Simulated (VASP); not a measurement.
An input for Ansatz (written as the equivalent of a VASP run, and not itself run):

Ansatz 0.2 input:
```yaml
crystal:
  lattice:
    - [0.0000000, 3.1142042, 3.1142042]
    - [3.1142042, 0.0000000, 3.1142042]
    - [3.1142042, 3.1142042, 0.0000000]
  atoms:
    - { symbol: Al, position: [0.0000000, 0.0000000, 0.0000000] }
    - { symbol: Sb, position: [0.2500000, 0.2500000, 0.2500000] }
kpoints:
  mp_grid: { grid: [8, 8, 8] }
hamiltonian:
  xc: r2scan
  dispersion: rvv10
  pseudopotentials: { kind: paw }
scf:
  occupations: { method: gaussian, width: 0.05 }
  max_iter: 100
output: { forces: true, stress: true, eigenvalues: true }
```

Question: Translate this input to VASP (INCAR, KPOINTS, POSCAR, choice of POTCAR).

Answer: Several could match; the one computed here: 
**POSCAR**
```
AlSb
1
    0.0000000000     3.1142042094     3.1142042094
    3.1142042094     0.0000000000     3.1142042094
    3.1142042094     3.1142042094     0.0000000000
Al Sb
1 1
Direct
  0.0000000000   0.0000000000   0.0000000000
  0.2500000000   0.2500000000   0.2500000000
```

File KPOINTS:
```
Automatic mesh
0
G
 8 8 8
0 0 0
```

INCAR:
```
SYSTEM  =  AlSb
PREC  =  Accurate; ENCUT  =  520; LREAL  =  F
LASPH  =  T
EDIFF  =  1E-7; NELM  =  100; ALGO  =  Normal
LMAXMIX  =  4; LMIXTAU  =  T
ISMEAR  =  0; SIGMA  =  0.05
METAGGA  =  R2SCAN; LUSE_VDW  =  T; BPARAM  =  11.95
CPARAM  =  0.0093
ISIF  =  2
LWAVE  =  F; LCHARG  =  F
```

POTCAR, in this order: Al Sb (PBE.64 set). Program: vasp_std.

What does not carry over: each code has its own PAW files, so the cut-off isn't converted (ENCUT is set for VASP's; basis.ecutwfc is left out, and Ansatz then takes the one that its files recommend); Ansatz stops its SCF on the density residual and VASP on the energy change (EDIFF).

The compound is AlSb in the zinc blende structure. This cell is one point of a volume scan, at 1.03 of the reference volume.
